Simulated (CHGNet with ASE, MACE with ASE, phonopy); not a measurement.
# Zone-centre optical mode of rocksalt PbSe against volume with CHGNet 0.3.0 and MACE-MP-0b2 small

The usual rule of thumb is that lattice modes soften when a crystal expands, with a mode Grüneisen parameter of roughly one to two. I test it on the highest zone-centre mode of rocksalt PbSe, from 3% compression to 5% expansion about each potential's own static volume V0. The two potentials do not agree. At V0 the optical mode of MACE-MP-0b2 small is imaginary, so it has no Grüneisen parameter there, while CHGNet gives one whose sign depends on the volumes I take it from. This matters because the Grüneisen parameters, weighted over all modes, set the sign of the thermal expansion. The frequencies are harmonic, and the table has no measured row to judge them by. Both static volumes are larger than that of the measured cell, which lies outside the range covered here.

## Systems and settings

One crystal, PbSe (rocksalt), taken from a measured cell of the Crystallography Open Database (known phase), directly or through a relaxation at another level, and relaxed at each level to its static volume V0; then scaled volumes, with shape and atoms relaxed at fixed volume where symmetry leaves them free. Machine-learned potentials: finite atomic displacements of 0.02 to 0.04 Å in 3×3×3 supercells with phonopy 4.10.

Notes on method and selection:

- Minus the slope of ln ω against ln V is the mode Grüneisen parameter.
- Harmonic values at the static lattice; measured values carry thermal expansion and anharmonic shifts at their temperature.
- MACE-MP-0b2 small and CHGNet 0.3.0 are published machine-learned interatomic potentials trained on PBE and PBE+U data; they have no electrons, no dipole term and hence no LO-TO splitting.
- Negative frequencies stand for imaginary ones: the cell is unstable against that mode there.
- Runs that did not converge, have known faults or may not be shown are not listed, and runs on Ansatz's PAW sets soft_1 and soft_2 are kept to separate tables.

Columns:

- volume (Å³): volume per atom.
- pressure (GPa): static pressure at that volume, compression positive.
- lowest on path (cm⁻¹): lowest frequency along the high-symmetry path, interpolated; zero means stable, negative imaginary.
- highest Γ mode (cm⁻¹): highest of all zone-centre frequencies, acoustic modes included, without the macroscopic field (no LO-TO term); zero means that the optical triplet is imaginary and the acoustic modes are the highest.

## Table of results

| member | level of theory | volume (Å³) | pressure (GPa) | lowest on path (cm⁻¹) | highest Γ mode (cm⁻¹) |
| --- | --- | --- | --- | --- | --- |
| V/V0 = 0.97 | CHGNet 0.3.0 | 29.141 | 1.11 | 0.0 | 42.8 |
| V/V0 = 0.985 | CHGNet 0.3.0 | 29.591 | 0.50 | 0.0 | 35.3 |
| V/V0 = 1 | CHGNet 0.3.0 | 30.042 | 0.00 | 0.0 | 34.5 |
| V/V0 = 1.015 | CHGNet 0.3.0 | 30.493 | −0.57 | 0.0 | 40.8 |
| V/V0 = 1.03 | CHGNet 0.3.0 | 30.943 | −1.20 | 0.0 | 35.7 |
| V/V0 = 1.05 | CHGNet 0.3.0 | 31.544 | −2.02 | −19.1 | 0.0 |
| V/V0 = 0.97 | MACE-MP-0b2 small | 29.042 | 1.81 | −10.7 | 22.9 |
| V/V0 = 0.985 | MACE-MP-0b2 small | 29.491 | 0.89 | −8.7 | 6.3 |
| V/V0 = 1 | MACE-MP-0b2 small | 29.940 | 0.00 | −19.8 | 0.0 |
| V/V0 = 1.015 | MACE-MP-0b2 small | 30.389 | −0.85 | −28.1 | 0.0 |
| V/V0 = 1.03 | MACE-MP-0b2 small | 30.838 | −1.67 | −34.3 | 0.0 |
| V/V0 = 1.05 | MACE-MP-0b2 small | 31.437 | −2.73 | −41.4 | 0.0 |

## Interpretation

With MACE the optical triplet falls at every step of expansion, from 22.9 cm⁻¹ at V/V0 = 0.97 to 6.3 at 0.985, and is imaginary in the other four rows, reaching −41.4 at 1.05. In those four rows the highest mode is acoustic and reads zero, so I take the optical frequency from the lowest-on-path column. In the two compressed rows that column is negative as well, −10.7 and −8.7 cm⁻¹, although no zone-centre mode is imaginary there. That dip lies away from the zone centre and may come from the interpolation, so the model below leaves it out. CHGNet runs 42.8, 35.3, 34.5, 40.8, 35.7 and then −19.1 cm⁻¹: it falls, rises and falls again.

The simplest model starts from the motion itself. In this mode the Pb and Se sublattices move rigidly against each other, so one force constant k and one reduced mass μ suffice, and ω² = k/μ. Symmetry leaves the atoms nothing to relax, so k depends on volume alone.

In the real crystal the k of the transverse mode is a difference: short-range repulsion resists the displacement and Coulomb forces favour it. Repulsion dies away faster on expansion, so k should fall and may pass through zero. The potentials can carry this balance only as far as they have learned it from their training data.

Over a few per cent I take k as linear in x = V/V0. With S = ω² for a real mode and S = −ω² for an imaginary one,

S = S₀ − b(x − 1),

where S₀ is the value at V0 and b the loss per unit of x, both in cm⁻². The Grüneisen parameter follows as

γ = −d ln ω/d ln V = −(x/2S)(dS/dx) = bx/(2S).

It grows without bound as S approaches zero and is undefined once S is negative. A constant γ would make ω a power of the volume, which never reaches zero, so the rule of thumb cannot describe a mode that goes soft. For such a mode b is the better quantity to compare.

## Fixing and testing the model

I fix the model on the MACE rows V/V0 = 0.97 and V/V0 = 1:

S(0.97) = 22.9² = 524.4 cm⁻²

S₀ = −(19.8²) = −392.0 cm⁻²

b = (524.4 + 392.0) / 0.03 = 30547 cm⁻²

The other four MACE rows then follow, with imaginary frequencies written as negative:

- **0.985:** −392.0 + 30547 × 0.015 = 66.2, hence 8.1 cm⁻¹; the table has 6.3.
- **1.015:** −392.0 − 30547 × 0.015 = −850.2, hence −√850.2 = −29.2 cm⁻¹; the table has −28.1.
- **1.03:** −392.0 − 30547 × 0.03 = −1308.4, hence −√1308.4 = −36.2 cm⁻¹; the table has −34.3.
- **1.05:** −392.0 − 30547 × 0.05 = −1919.4, hence −√1919.4 = −43.8 cm⁻¹; the table has −41.4.

The mean miss is 1.8 cm⁻¹, while the six MACE rows lie on average about 20 cm⁻¹ from their own mean. At V/V0 = 0.97 the model gives γ = 30547 × 0.97 / (2 × 524.4) = 28, far above the rule of thumb because S is already small.

For CHGNet I take γ directly from pairs of rows on either side of V0:

- **0.985 to 1.015:** −ln(40.8 / 35.3) / ln(30.493 / 29.591) = −4.8.
- **0.97 to 1.03:** −ln(35.7 / 42.8) / ln(30.943 / 29.141) = +3.0.

A change of interval alone reverses the sign, so I would quote neither number as the Grüneisen parameter of PbSe.

## Members off the line

The model breaks for CHGNet. Fixed on the same two volumes, it has b = (42.8² − 34.5²) / 0.03 = 21386 cm⁻² and gives about 39, 29, 23 and 11 cm⁻¹ at 0.985, 1.015, 1.03 and 1.05, against 35.3, 40.8, 35.7 and −19.1. The mean miss is about 14 cm⁻¹, while the six rows lie on average about 16 from their own mean, so I build no rule on it.

The assumption that fails is that of a force constant falling steadily as the volume grows. The pressures point the same way. Over the first four equal volume steps the CHGNet pressure drops by 0.61, 0.50, 0.57 and 0.63 GPa, so the lattice stiffens on expansion from V0, where a normal solid softens. With MACE the drops shrink steadily: 0.92, 0.89, 0.85 and 0.82 GPa. I suspect ripples in the curvature of the CHGNet energy surface rather than anything in the bonding of PbSe. The phonon settings differ as well: the atoms were displaced by 0.04 Å with CHGNet and by 0.02 Å with MACE. No row has either potential with the other's displacement, so I cannot say how much the optical frequencies owe to it. The pressures involve no displacement, and the CHGNet ones are uneven all the same.

For MACE the departures are small. Its S drops by 22.9² − 6.3² = 484.7 cm⁻² in the first step but by 34.3² − 28.1² = 386.9 cm⁻² in the fourth, so a straight line fixed on the compressed side runs too steeply on expansion.

## Rules of thumb and their limits

For MACE, a squared frequency linear in volume holds to about 2 cm⁻¹ from V/V0 = 0.97 to 1.05. Neither potential gives a usable Grüneisen parameter at V0. Real PbSe keeps the rocksalt structure at ordinary pressure and expands on heating. The imaginary MACE mode at V0 sits badly with the first fact, unless zero-point and thermal motion hold the cubic structure up. But V0 is too large: the measured cell is smaller than every volume in the table, and the MACE line, carried on to it, gives a real optical mode. So the misfit may lie in the volume that MACE prefers rather than in its force constant at the true one. Whether the whole crystal is stable there stays open, since the lowest frequency on the path is still negative in both compressed MACE rows.

For the second fact the average over all modes counts. With CHGNet the heat-capacity-weighted mean Grüneisen parameter, taken from phonons at three volumes and not tabled here, is negative. That would mean contraction on heating, but the sign may hang on the volumes chosen, as it does for the optical mode. A quasi-harmonic calculation of the expansion itself is left out.

The large omitted effect is the macroscopic field. It would raise the longitudinal optical mode well above the transverse pair, whereas here all three stay degenerate. The frequencies in this table therefore belong beside a measured transverse mode, not a longitudinal one.
